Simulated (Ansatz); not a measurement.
# WSe2: how the settings move a single-point run

Question: which choices in the input matter for WSe2? The cell is built on a prototype (fluorite) and needn't be the phase found in nature.

Method: reference: DFT, HSE06, plane waves, PAW, in Ansatz 0.2.0.

10 further runs of the same task are left out: 2 for a known fault of the program, 8 that didn't finish.

### 1 The structure to begin with

Symmetry: Fm-3m, No. 225, cubic system. Conventional cell: a = 6.185 Å, b = 6.185 Å, c = 6.185 Å, α = 90.00°, β = 90.00°, γ = 90.00°. Around W (site symmetry m-3m) lie 8 Se at 2.68 Å. Se (site symmetry -43m) has 4 W at 2.68 Å as nearest neighbours.

Structure file:

```
W Se
1.0
     0.00000    3.09248    3.09248
     3.09248    0.00000    3.09248
     3.09248    3.09248    0.00000
W Se
1 2
Cartesian
  0.0000 0.0000 0.0000
  1.5462 1.5462 1.5462
  4.6387 4.6387 4.6387
```

### 2 Reference

Input file input.yaml:

```yaml
crystal:
  lattice:
    - [0.0, 3.0924832564, 3.0924832564]
    - [3.0924832564, 0.0, 3.0924832564]
    - [3.0924832564, 3.0924832564, 0.0]
  atoms:
    - { symbol: W, position: [0.0, 0.0, 0.0] }
    - { symbol: Se, position: [0.25, 0.25, 0.25] }
    - { symbol: Se, position: [0.75, 0.75, 0.75] }
kpoints:
  mp_grid: { grid: [4, 4, 4] }
hamiltonian:
  xc: hse06
scf:
  occupations: { method: fermi_dirac, width: 0.02 }
  n_extra_bands: 4
output:
  forces: true
  stress: true
  eigenvalues: true
  write_density: true
  write_potential: true
  elf: true
  volumetric_format: npy
```

On the command line:

```console
> ansatz run input.yaml --threads 4 --pin off --max-ram 3686MiB --backend cpu --events-out ev --progress --plain --runs-dir out
```

Output, cut to the lines that bear on the results:

```text
Warning: output.stress: scf.convergence.dr2_threshold = 1e-7 eV (the SCF's general default) is looser than the 3e-10 eV advised for a printed stress (1e-10 eV for each atom of the cell: 3). What an SCF threshold leaves in a stress goes as its square root, and in the free energy as the [...]
Warning: output.stress: scf.exx.energy_threshold = 1e-6 eV is looser than the 3e-8 eV advised for a stress under a hybrid functional (1e-8 eV for each atom of the cell: 3). Every SCF of the exchange loop can meet its threshold on dr2 while the loop round them stops early: no threshold on [...]
Warning: RAYON_NUM_THREADS=4 ignored (pool sized by the plan → 4); use --threads N
scf.n_extra_bands = 4 over 23 filled bands (N_el = 46.0): the run solves 27 bands
[...]
Pseudopotentials: kind: paw
Pseudopotential: W, paw, valence charge 14, recommended cutoff 420 eV (normal), W.paw.azcp
Pseudopotential: Se, paw, valence charge 16, recommended cutoff 420 eV (normal), Se.paw.azcp
Functional definition: HSE06
[...]
Crystal: 3 atoms, lattice volume = 59.150 Å³
Basis set: ecut = 420 eV, 1139 PW (Γ), exchange–correlation on 60×60×60 points (8 copies of the dense FFT grid, shifted against one another)
Bands: 27, of which v1, the nominal top of the filled ones, is band 23 counted from 1 (22 counted from 0)
Symmetry: 48 space group operations
Space group: Fm-3m (ITA 225), of the structure as read, at distance tolerance 3.9e-5 Å
k-points: 8 of 64
[...]
SCF iter   1: F=—  HF=-21322.312070 eV  |F-HF|=—  |Δ(HF+E_count)|=         —  Δρ=6.99e-3  dr2=1.83e-2  ethr=1.77e-3  ⟨swp⟩=5.1  Hψ=794  notcnv=0
[...]
Frozen-core exchange: fock
[...]
SCF 2 stopped early in 7 iterations: F = -21325.741304 eV  dr2 = 4.16e-6
hybrid outer 1: dexx = +1.334e-2 eV, tail = 1.06e-4 eV
[...]
Frozen-core exchange: fock
[...]
SCF iter   5: F=-21325.741656 eV  HF=-21325.741656 eV  |F-HF|=3.64e-10  |Δ(HF+E_count)|=   4.95e-9  Δρ=3.34e-6  dr2=4.01e-9  ethr=1.09e-10  ⟨swp⟩=3.1  Hψ=442  notcnv=0  defer=2
[...]
hybrid outer 2: dexx = +1.681e-6 eV, tail = 3.32e-8 eV, Δε = 3.40e-3 eV (about 1.72e-4 eV left of the loop's levels)
hybrid SCF converged: 2 outer / 12 inner (+9 warm-up), last move |dexx| = 1.68e-6 eV, tail = 3.32e-8 eV
Stability not checked: this state was not tested for a lower state beside it, because the functional holds exact exchange (a hybrid, or Hartree-Fock), whose exchange loop this test does not read (fock_operator; see scf.lower_state_search)
Free energy (F): -21325.741656 eV
Frozen-core exchange: fock
[...]
E sigma→0 (E₀):  -21325.734031 eV
Entropy (-TS):   -0.015251 eV (-5.084 meV/atom)
Fermi energy:    13.424466 eV
[...]
--- Forces (eV/Å), atoms counted from 1 ---
  atom   1  W     -0.00000000     0.00000000     0.00000000
  atom   2  Se    -0.00000000    -0.00000000     0.00000000
  atom   3  Se     0.00000000    -0.00000000    -0.00000000
[...]
--- Stress (GPa, compression-positive) ---
       -3.464325       0.000000      -0.000000
        0.000000      -3.464325       0.000000
       -0.000000       0.000000      -3.464325
  P = ⅓ Tr σ = -3.4643 GPa (-34.643 kbar)
--- Band table (eV; the first three rows and the last of 8) ---
  k-point 0: bands = ["-64.5388", "-38.7946", "-38.7946", "-38.7928", "-38.7928", "-38.7928", "-38.7871", "-38.7871", "-38.7871", "-38.7804", "-38.7804", "-27.3848", "-27.3848", "-27.3848", "-3.8636", "0.8903", "6.8860", "6.8860", "6.8860", "12.5132", "12.5132", "12.8487", "12.8487", [...]
[...]
```

It took 9.6 s on 4 threads of an Arm CPU, shared host; peak memory 0.88 GiB.

### 3 Changing settings: exchange pbe, correlation pbe, coeff 0.3, omega 0.3

input.yaml, as its differences from that of step 2:

```diff
@@ -12,3 +12,3 @@
 hamiltonian:
-  xc: hse06
+  xc: { exchange: pbe, correlation: pbe, exx: { coeff: 0.3, omega: 0.3 } }
 scf:
@@ -20,5 +20 @@
   eigenvalues: true
-  write_density: true
-  write_potential: true
-  elf: true
-  volumetric_format: npy
```

On the command line:

```console
> ansatz run input.yaml --threads 4 --pin off --max-ram 3686MiB --backend cpu --events-out ev --progress --plain --runs-dir out
```

Output, cut to the lines that bear on the results:

```text
Warning: output.stress: scf.convergence.dr2_threshold = 1e-7 eV (the SCF's general default) is looser than the 3e-10 eV advised for a printed stress (1e-10 eV for each atom of the cell: 3). What an SCF threshold leaves in a stress goes as its square root, and in the free energy as the [...]
Warning: output.stress: scf.exx.energy_threshold = 1e-6 eV is looser than the 3e-8 eV advised for a stress under a hybrid functional (1e-8 eV for each atom of the cell: 3). Every SCF of the exchange loop can meet its threshold on dr2 while the loop round them stops early: no threshold on [...]
Warning: RAYON_NUM_THREADS=4 ignored (pool sized by the plan → 4); use --threads N
scf.n_extra_bands = 4 over 23 filled bands (N_el = 46.0): the run solves 27 bands
[...]
Pseudopotentials: kind: paw
Pseudopotential: W, paw, valence charge 14, recommended cutoff 420 eV (normal), W.paw.azcp
Pseudopotential: Se, paw, valence charge 16, recommended cutoff 420 eV (normal), Se.paw.azcp
Functional definition: unnamed
[...]
Crystal: 3 atoms, lattice volume = 59.150 Å³
Basis set: ecut = 420 eV, 1139 PW (Γ), exchange–correlation on 60×60×60 points (8 copies of the dense FFT grid, shifted against one another)
[...]
Frozen-core exchange: fock
[...]
SCF iter   6: F=-21326.551609 eV  HF=-21326.551609 eV  |F-HF|=1.32e-9  |Δ(HF+E_count)|=   1.74e-9  Δρ=1.16e-6  dr2=1.24e-9  ethr=2.69e-11  ⟨swp⟩=3.4  Hψ=548  notcnv=0  defer=2
[...]
hybrid outer 2: dexx = +1.735e-6 eV, tail = 5.57e-8 eV, Δε = 2.91e-3 eV (about 1.06e-4 eV left of the loop's levels)
hybrid SCF converged: 2 outer / 12 inner (+8 warm-up), last move |dexx| = 1.73e-6 eV, tail = 5.57e-8 eV
Stability not checked: this state was not tested for a lower state beside it, because the functional holds exact exchange (a hybrid, or Hartree-Fock), whose exchange loop this test does not read (fock_operator; see scf.lower_state_search)
Free energy (F): -21326.551609 eV
Frozen-core exchange: fock
[...]
E sigma→0 (E₀):  -21326.542170 eV
Entropy (-TS):   -0.018878 eV (-6.293 meV/atom)
Fermi energy:    13.408380 eV
[...]
--- Forces (eV/Å), atoms counted from 1 ---
  atom   1  W     -0.00000000     0.00000000     0.00000000
  atom   2  Se    -0.00000000    -0.00000000    -0.00000000
  atom   3  Se    -0.00000000    -0.00000000     0.00000000
[...]
--- Stress (GPa, compression-positive) ---
       -3.665673      -0.000000       0.000000
       -0.000000      -3.665673       0.000000
        0.000000      -0.000000      -3.665673
  P = ⅓ Tr σ = -3.6657 GPa (-36.657 kbar)
--- Band table (eV; the first three rows and the last of 8) ---
[... band rows left out ...]
[...]
```

Wall time 9.8 s (4 threads of an Arm CPU, shared host); peak memory 0.88 GiB.

A change of functional puts the total energy on another scale; pressure, gap, moments and forces, where computed, barely move.

### 4 Variant: exchange pbe, correlation pbe, coeff 0.75, omega 0.1

input.yaml, as its differences from that of step 2:

```diff
@@ -12,3 +12,3 @@
 hamiltonian:
-  xc: hse06
+  xc: { exchange: pbe, correlation: pbe, exx: { coeff: 0.75, omega: 0.1 } }
 scf:
@@ -20,5 +20 @@
   eigenvalues: true
-  write_density: true
-  write_potential: true
-  elf: true
-  volumetric_format: npy
```

On the command line:

```console
> ansatz run input.yaml --threads 4 --pin off --max-ram 3686MiB --backend cpu --events-out ev --progress --plain --runs-dir out
```

Output, cut to the lines that bear on the results:

```text
Warning: output.stress: scf.convergence.dr2_threshold = 1e-7 eV (the SCF's general default) is looser than the 3e-10 eV advised for a printed stress (1e-10 eV for each atom of the cell: 3). What an SCF threshold leaves in a stress goes as its square root, and in the free energy as the [...]
Warning: output.stress: scf.exx.energy_threshold = 1e-6 eV is looser than the 3e-8 eV advised for a stress under a hybrid functional (1e-8 eV for each atom of the cell: 3). Every SCF of the exchange loop can meet its threshold on dr2 while the loop round them stops early: no threshold on [...]
Warning: RAYON_NUM_THREADS=4 ignored (pool sized by the plan → 4); use --threads N
scf.n_extra_bands = 4 over 23 filled bands (N_el = 46.0): the run solves 27 bands
[...]
Pseudopotentials: kind: paw
Pseudopotential: W, paw, valence charge 14, recommended cutoff 420 eV (normal), W.paw.azcp
Pseudopotential: Se, paw, valence charge 16, recommended cutoff 420 eV (normal), Se.paw.azcp
Functional definition: unnamed
[...]
Crystal: 3 atoms, lattice volume = 59.150 Å³
Basis set: ecut = 420 eV, 1139 PW (Γ), exchange–correlation on 60×60×60 points (8 copies of the dense FFT grid, shifted against one another)
[...]
Frozen-core exchange: fock
[...]
SCF iter   3: F=-21333.037592 eV  HF=-21333.037592 eV  |F-HF|=6.24e-9  |Δ(HF+E_count)|=   8.59e-9  Δρ=2.97e-6  dr2=1.11e-8  ethr=2.41e-11  ⟨swp⟩=4.0  Hψ=529  notcnv=0
[...]
hybrid outer 6: dexx = +1.796e-7 eV, tail = 3.35e-8 eV, Δε = 7.58e-4 eV (about 1.73e-4 eV left of the loop's levels)
hybrid SCF converged: 6 outer / 36 inner (+10 warm-up), last move |dexx| = 1.80e-7 eV, tail = 3.35e-8 eV
Stability not checked: this state was not tested for a lower state beside it, because the functional holds exact exchange (a hybrid, or Hartree-Fock), whose exchange loop this test does not read (fock_operator; see scf.lower_state_search)
Free energy (F): -21333.037592 eV
Frozen-core exchange: fock
[...]
E sigma→0 (E₀):  -21333.034766 eV
Entropy (-TS):   -0.005652 eV (-1.884 meV/atom)
Fermi energy:    12.994946 eV
[...]
--- Forces (eV/Å), atoms counted from 1 ---
  atom   1  W     -0.00000000     0.00000000     0.00000000
  atom   2  Se    -0.00000000     0.00000000     0.00000000
  atom   3  Se     0.00000000    -0.00000000    -0.00000000
[...]
--- Stress (GPa, compression-positive) ---
      -11.644451      -0.000000      -0.000000
       -0.000000     -11.644451      -0.000000
       -0.000000       0.000000     -11.644451
  P = ⅓ Tr σ = -11.6445 GPa (-116.445 kbar)
--- Band table (eV; the first three rows and the last of 8) ---
[... band rows left out ...]
[...]
```

It took 14 s on 4 threads of an Arm CPU, shared host; peak memory 0.88 GiB.

A change of functional puts the total energy on another scale; the pressure goes from -3.5 to -11.6 GPa. At this fixed cell a lower pressure means that this functional prefers a smaller volume than the reference.

### 5 Changing settings: xc lc_wpbe

input.yaml, as its differences from that of step 2:

```diff
@@ -12,3 +12,3 @@
 hamiltonian:
-  xc: hse06
+  xc: lc_wpbe
 scf:
@@ -20,5 +20 @@
   eigenvalues: true
-  write_density: true
-  write_potential: true
-  elf: true
-  volumetric_format: npy
```

On the command line:

```console
> ansatz run input.yaml --threads 4 --pin off --max-ram 3686MiB --backend cpu --events-out ev --progress --plain --runs-dir out
```

Output, cut to the lines that bear on the results:

```text
Warning: output.stress: scf.convergence.dr2_threshold = 1e-7 eV (the SCF's general default) is looser than the 3e-10 eV advised for a printed stress (1e-10 eV for each atom of the cell: 3). What an SCF threshold leaves in a stress goes as its square root, and in the free energy as the [...]
Warning: output.stress: scf.exx.energy_threshold = 1e-6 eV is looser than the 3e-8 eV advised for a stress under a hybrid functional (1e-8 eV for each atom of the cell: 3). Every SCF of the exchange loop can meet its threshold on dr2 while the loop round them stops early: no threshold on [...]
Warning: RAYON_NUM_THREADS=4 ignored (pool sized by the plan → 4); use --threads N
scf.n_extra_bands = 4 over 23 filled bands (N_el = 46.0): the run solves 27 bands
[...]
Pseudopotentials: kind: paw
Pseudopotential: W, paw, valence charge 14, recommended cutoff 420 eV (normal), W.paw.azcp
Pseudopotential: Se, paw, valence charge 16, recommended cutoff 420 eV (normal), Se.paw.azcp
Functional definition: LC-wPBE
[...]
Crystal: 3 atoms, lattice volume = 59.150 Å³
Basis set: ecut = 420 eV, 1139 PW (Γ), exchange–correlation on 60×60×60 points (8 copies of the dense FFT grid, shifted against one another)
[...]
Frozen-core exchange: fock
[...]
SCF iter   2: F=-21311.404153 eV  HF=-21311.404153 eV  |F-HF|=7.28e-12  |Δ(HF+E_count)|=   1.63e-8  Δρ=8.04e-7  dr2=8.15e-10  ethr=5.72e-12  ⟨swp⟩=4.6  Hψ=642  notcnv=0
[...]
hybrid outer 6: dexx = +1.438e-8 eV, tail = 5.58e-9 eV, Δε = 2.82e-4 eV (about 1.03e-4 eV left of the loop's levels), ΔF = 2.31e-17 eV/Å (tail 2.84e-17)
hybrid SCF converged: 6 outer / 42 inner (+9 warm-up), last move |dexx| = 1.44e-8 eV, tail = 5.58e-9 eV
Stability not checked: this state was not tested for a lower state beside it, because the functional holds exact exchange (a hybrid, or Hartree-Fock), whose exchange loop this test does not read (fock_operator; see scf.lower_state_search)
Free energy (F): -21311.404153 eV
Frozen-core exchange: fock
[...]
E sigma→0 (E₀):  -21311.401327 eV
Entropy (-TS):   -0.005652 eV (-1.884 meV/atom)
Fermi energy:    13.735329 eV
[...]
--- Forces (eV/Å), atoms counted from 1 ---
  atom   1  W     -0.00000000     0.00000000     0.00000000
  atom   2  Se     0.00000000    -0.00000000    -0.00000000
  atom   3  Se    -0.00000000    -0.00000000    -0.00000000
[...]
--- Stress (GPa, compression-positive) ---
       -8.471502      -0.000000       0.000000
       -0.000000      -8.471502       0.000000
       -0.000000      -0.000000      -8.471502
  P = ⅓ Tr σ = -8.4715 GPa (-84.715 kbar)
--- Band table (eV; the first three rows and the last of 8) ---
[... band rows left out ...]
[...]
```

Wall time 17 s (4 threads of an Arm CPU, shared host); peak memory 1 GiB.

Total energies don't compare across a change of functional; the pressure goes from -3.5 to -8.5 GPa. At this fixed cell a lower pressure means that this functional prefers a smaller volume than the reference.

### 6 Comparison

```
                                                    run     ending   energy change  pressure (GPa)  gap (eV)  force (eV/Å)  cycles   time
                                              reference  converged               -            -3.5      0.00          0.00      21  9.6 s
 1: exchange pbe, correlation pbe, coeff 0.3, omega 0.3  converged  not comparable            -3.7      0.00          0.00      20  9.8 s
2: exchange pbe, correlation pbe, coeff 0.75, omega 0.1  converged  not comparable           -11.6      0.00          0.00      46   14 s
                                          3: xc lc_wpbe  converged  not comparable            -8.5      0.00          0.00      51   17 s
```

Times don't compare one to one where runs were asked for different outputs or read a saved state (see the inputs); cycles may leave out searches for a lower state.

Residual by cycle in the longest SCF loop of each run; runs are numbered as in the table. The quantity is the density residual dr2, in eV.

```
cycle  reference    run 1    run 2   run 3
    1     0.0183   0.0146   0.0766  5.3e-5
    2     0.0184  0.00804    0.141  4.6e-5
    3    0.00695   0.0134  0.00356  4.5e-5
    4    0.00132   6.0e-5   3.9e-4  4.5e-5
    5     2.4e-5   2.4e-6   7.3e-5  9.9e-6
    6     1.1e-6   1.0e-7   1.1e-5  9.1e-6
    8     1.7e-8  1.7e-10   1.6e-8  3.4e-6
    9    2.8e-10        -   2.0e-9  3.0e-6
   10          -        -  2.2e-11  1.2e-6
   11          -        -        -  5.0e-7
   12          -        -        -  4.0e-7
   13          -        -        -  1.2e-9
```

The reference leaves spin out although W can carry a moment, so its state need not be the lowest.
